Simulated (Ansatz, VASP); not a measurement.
## Two plane-wave programs on Ni

```
CELL_PARAMETERS angstrom
0.00000 1.67804 1.67804
1.67804 0.00000 1.67804
1.67804 1.67804 0.00000
ATOMIC_POSITIONS crystal
Ni 0.00000 0.00000 0.00000
```

Alike in both runs: functional PBE; k mesh 22 × 22 × 22; occupations gaussian, width 0.1 eV; collinear spin.

Ansatz relaxed the structure, and its values are those at the end. VASP's run is a single point on that final structure, the one shown.

```csv
,VASP,Ansatz
version,VASP 6.6.1,Ansatz 0.2.0
potentials or method,"VASP PAW PBE potentials, release 64 (Ni)","scalar-relativistic, plane waves, PAW"
plane-wave cutoff (eV),520,420
valence electrons in the cell,10,18
```

|  | VASP | Ansatz | Ansatz less VASP |
| --- | --- | --- | --- |
| gap on the k mesh at the Fermi level (eV) | none | none | - |
| net moment per atom (μB) | 0.59 | 0.61 | +0.022 |
| size of the moment on the site where the two differ most (μB) | 0.59 | 0.65 | +0.055 |

Site moments also hang on the region over which each program counts them. A gap of «none» marks a metal or a gap that the smearing closes. With one functional, cell and mesh, what is left measures potentials, basis and numerics. The two sets of potentials don't hold the same shells in valence.
